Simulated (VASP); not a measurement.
# V (P6_3/mmc) in VASP: a series of runs

The runs below take V through single point, with PBE.

Everything below comes from runs of VASP 6.6.1. Logs are shortened: lines on timing, memory, paths and dates and some standing lists are left out, and cuts for length are marked.

## 1. The cell of the first run

Symmetry: P6_3/mmc, No. 194, hexagonal system. The conventional cell has a = 2.474 Å, b = 2.474 Å, c = 4.723 Å, α = 90.00°, β = 90.00°, γ = 120.00°. V (site symmetry -6m2) is surrounded by 12 V at 2.47 to 2.76 Å.

This isn't the form of V at room conditions, which is bcc.

## 2. Single point, PBE (strain -0.050 along x and y, +0.000 along z, atoms carried along)

Contents of INCAR:

```
PREC = Accurate
ENCUT = 520
EDIFF = 1E-6
ISMEAR = 0
SIGMA = 0.15
LREAL = F
LASPH = T
NELM = 100
ALGO = Fast
ISIF = 2
LWAVE = F
LCHARG = F
GGA = PE
NBANDS = 20
```

Contents of KPOINTS:

```
regular mesh
0
Gamma
  21 21 10
```

Contents of POSCAR:

```
V
1.0
    2.4740793975      0.0000000000      0.0000000000
   -1.2370396987      2.1426156093      0.0000000000
    0.0000000000      0.0000000000      4.7233360000
V
2
Direct
    0.6666666667      0.3333333333      0.7500000000
    0.3333333333      0.6666666667      0.2500000000
```

Potentials or basis: VASP PAW PBE potentials, release 64 (V_sv).

Run with:

```
cat potpaw_PBE.64/V_sv/POTCAR > POTCAR
mpirun -np 1 vasp_std > vasp.out
```

OUTCAR:

```text
PREC = Accurate
   ENCUT = 520
   EDIFF = 1E-6
   ISMEAR = 0
   LREAL = F
   LASPH = T
   NELM = 100
   ISIF = 2
   GGA = PE

 ion  position               nearest neighbor table
   1  0.667  0.333  0.750-   2 2.76   2 2.76   2 2.76   2 2.76   2 2.76   2 2.76
   2  0.333  0.667  0.250-   1 2.76   1 2.76   1 2.76   1 2.76   1 2.76   1 2.76

  LATTYP: Found a hexagonal cell.
 ALAT       =     2.4740793975
 C/A-ratio  =     1.9091287065

  Lattice vectors:

 A1 = (   2.4740793975,   0.0000000000,   0.0000000000)
 A2 = (  -1.2370396987,   2.1426156093,   0.0000000000)
 A3 = (   0.0000000000,   0.0000000000,   4.7233360000)

Analysis of symmetry for initial positions (statically):
=====================================================================
 Subroutine PRICEL returns:
 Original cell was already a primitive cell.

 Routine SETGRP: Setting up the symmetry group for a
 hexagonal supercell.

 Subroutine GETGRP returns: Found 24 space group operations
 (whereof 12 operations were pure point group operations)
 out of a pool of 24 trial point group operations.

The static configuration has the point symmetry D_3d.
 The point group associated with its full space group is D_6h.

Analysis of symmetry for dynamics (positions and initial velocities):
=====================================================================
 Subroutine PRICEL returns:
 Original cell was already a primitive cell.

 Routine SETGRP: Setting up the symmetry group for a
 hexagonal supercell.

 Subroutine GETGRP returns: Found 24 space group operations
 (whereof 12 operations were pure point group operations)
 out of a pool of 24 trial point group operations.

The dynamic configuration has the point symmetry D_3d.
 The point group associated with its full space group is D_6h.

 Subroutine INISYM returns: Found 24 space group operations
 (whereof 12 operations are pure point group operations),
 and found     1 'primitive' translations

----------------------------------------------------------------------------------------

                                     Primitive cell

  volume of cell :      25.0384

  direct lattice vectors                    reciprocal lattice vectors
     2.474079398  0.000000000  0.000000000     0.404190747  0.233359637  0.000000000
[... 80 lines left out ...]
   ISPIN  =      1    spin polarized calculation?
   LNONCOLLINEAR =      F non collinear calculations
   LSORBIT =      F    spin-orbit coupling
   LASPH  =      T    aspherical Exc in radial PAW
   ENCUT  =  520.0 eV  38.22 Ry    6.18 a.u.   4.60  4.60  8.78*2*pi/ulx,y,z
   NELM   =    100;   NELMIN=  2; NELMDL= -5     # of ELM steps
   EDIFF  = 0.1E-05   stopping-criterion for ELM
   LREAL  =      F    real-space projection
   EDIFFG = 0.1E-04   stopping-criterion for IOM
   NSW    =      0    number of steps for IOM
   IBRION =     -1    ionic relax: 0-MD 1-quasi-New 2-CG
   NFREE  =      0    steps in history (QN), initial steepest desc. (CG)
   ISIF   =      2    stress and relaxation
   ISYM   =      2    0-nonsym 1-usesym 2-fastsym
   POTIM  = 0.5000    time-step for ionic-motion
   TEBEG  =    0.0;   TEEND  =   0.0 temperature during run
   PSTRESS=    0.0 pullay stress
   NELECT =      26.0000    total number of electrons
   NUPDOWN=      -1.0000    fix difference up-down
   EMIN   =  10.00;   EMAX   =-10.00  energy-range for DOS
   EFERMI =   0.00;   METHOD = LEGACY
   ISMEAR =     0;   SIGMA  =   0.15  broadening in eV -4-tet -1-fermi 0-gaus
   EFERMI_NEDOS =   21; number of points for ismear=-14 and -15
   IALGO  =     68    algorithm
   IMIX   =      4    mixing-type and parameters
     AMIX     =   0.40;   BMIX     =  1.00
     AMIX_MAG =   1.60;   BMIX_MAG =  1.00
  volume/ion in A,a.u.               =      12.52        84.48
  Fermi-wavevector in a.u.,A,eV,Ry     =   1.657793  3.132775 37.392599  2.748278
  Thomas-Fermi vector in A             =   2.745485
   LORBIT       =      0    0 simple, 1 ext, 2 COOP (PROOUT), +10 PAW based schemes
   GGA     = PE    functional components
   LHFCALC =     F    Hartree Fock is set to
   AEXX    =    0.0000 exact exchange contribution
   IVDW    =     0    specifies the selected vdW correction
   LEPSILON=     F    determine dielectric tensor
   LRPA    =     F    only Hartree local field effects (RPA)
 non-spin polarized calculation
 RMM-DIIS sequential band-by-band and
 Gauss-broadening in eV      SIGMA  =   0.15
  energy-cutoff  :      520.00
  volume of cell :       25.04
 maximum number of plane-waves:       702
   NGX =  9   NGY =  9   NGZ = 17

 number of electron      25.9999986 magnetization

 Free energy of the ion-electron system (eV)
  ---------------------------------------------------
  ext. energy  EPLUGINS =         0.00000000
  ---------------------------------------------------
  free energy    TOTEN  =       -17.28266226 eV

  energy without entropy =      -17.24691267  energy(sigma->0) =      -17.26478747

 E-fermi :  11.0407     XC(G=0): -13.2727

 val. band max:       11.0401622566   @ k =   0.2857   0.1905   0.4000
 cond. band min:      11.0436036341   @ k =   0.2857   0.0476   0.3000
 fundamental gap:      0.0034413775
 Fermi energy:        11.0406909505

 k-point     1 :       0.0000    0.0000    0.0000
  band No.  band energies     occupation
      1     -52.9164      2.00000
      2     -52.7862      2.00000
      3     -27.0789      2.00000
      4     -26.3075      2.00000
      5     -25.9590      2.00000
      6     -25.9590      2.00000
[... 541 lines left out ...]
     19      14.2430      0.00000
     20      17.6205      0.00000

 [... further k-points ...]

------------------------ aborting loop because EDIFF is reached ----------------------------------------

  FORCE on cell =-STRESS in cart. coord.  units (eV):
  Direction    XX          YY          ZZ          XY          YZ          ZX
  --------------------------------------------------------------------------------------
  -------------------------------------------------------------------------------------
  Total        4.2130543      4.2130543      1.7183217      0.0000000      0.0000000      0.0000000
  in kB      269.5882107    269.5882108    109.9533144      0.0000000      0.0000000      0.0000000
  external PRESSURE =     216.3765786 kB  Pullay stress =       0.0000000 kB

 VOLUME and BASIS-vectors are now :
 -----------------------------------------------------------------------------
  energy-cutoff  :      520.00
  volume of cell :       25.04
      direct lattice vectors                 reciprocal lattice vectors
     2.474079398  0.000000000  0.000000000     0.404190747  0.233359637  0.000000000
    -1.237039699  2.142615609  0.000000000     0.000000000  0.466719273  0.000000000
     0.000000000  0.000000000  4.723336000     0.000000000  0.000000000  0.211714771

 POSITION                                       TOTAL-FORCE (eV/Angst)
 -----------------------------------------------------------------------------------
      1.23704      0.71421      3.54250        -0.000000     -0.000000      0.000000
     -0.00000      1.42841      1.18083         0.000000      0.000000      0.000000
 -----------------------------------------------------------------------------------
    total drift:                               -0.000000      0.000000     -0.000000

  FREE ENERGIE OF THE ION-ELECTRON SYSTEM (eV)
  ---------------------------------------------------
  free  energy   TOTEN  =       -17.2826622639 eV

  energy  without entropy=      -17.2469126739  energy(sigma->0) =      -17.26478747
```

OSZICAR:

```text
N       E                     dE             d eps       ncg     rms          rms(c)
DAV:   1     0.325545531794E+03    0.32555E+03   -0.16492E+04 11532   0.156E+03
DAV:   2    -0.993259799600E+01   -0.33548E+03   -0.32933E+03 11944   0.498E+02
DAV:   3    -0.193007437037E+02   -0.93681E+01   -0.92000E+01 12440   0.995E+01
DAV:   4    -0.193882049369E+02   -0.87461E-01   -0.87338E-01 11732   0.997E+00
DAV:   5    -0.193893743759E+02   -0.11694E-02   -0.11694E-02 12176   0.111E+00    0.287E+01
RMM:   6    -0.173182307410E+02    0.20711E+01   -0.71868E+00 11527   0.257E+01    0.495E+00
RMM:   7    -0.172964626156E+02    0.21768E-01   -0.70648E-01 11781   0.515E+00    0.153E+00
RMM:   8    -0.172838816825E+02    0.12581E-01   -0.55449E-02 11696   0.266E+00    0.118E+00
RMM:   9    -0.172827137632E+02    0.11679E-02   -0.87146E-03 12677   0.848E-01    0.120E-01
RMM:  10    -0.172826541777E+02    0.59585E-04   -0.16928E-03 11790   0.485E-01    0.595E-02
RMM:  11    -0.172826681820E+02   -0.14004E-04   -0.22909E-04 12607   0.161E-01    0.164E-02
RMM:  12    -0.172826607971E+02    0.73849E-05   -0.57898E-05 11839   0.954E-02    0.113E-02
RMM:  13    -0.172826618942E+02   -0.10971E-05   -0.13075E-05 11881   0.437E-02    0.188E-03
RMM:  14    -0.172826622639E+02   -0.36972E-06   -0.30489E-06  8712   0.205E-02
   1 F= -.17282662E+02 E0= -.17264787E+02  d E =-.357496E-01
```

Wall time 91 s (1 thread of Intel Xeon Platinum 8488C (Sapphire Rapids), shared host); peak memory 0.22 GiB.

What came out:

| Quantity | Value |
| --- | --- |
| Free energy | -17.2827 eV |
| Pressure | 21.6 GPa |
| Band gap on the k mesh | none (metal or under the smearing width) |

Levels at points of the mesh, in eV from the Fermi level:
```csv
k point,band 9,band 10,band 11,band 12,band 13,band 14,band 15,band 16,band 17,band 18
"(0.00, 0.00, 0.00)",-7.07,-3.73,-1.10,-0.53,0.38,0.38,0.67,0.67,2.34,2.34
"(0.00, 0.00, 0.50)",-5.28,-5.28,-1.45,-1.45,0.44,0.44,0.44,0.44,2.93,2.93
```

Caveat: so large a pressure means that the cell lies far from this level's equilibrium, or that cutoff or potentials fall short.

(Continued in part 2 of 2.)
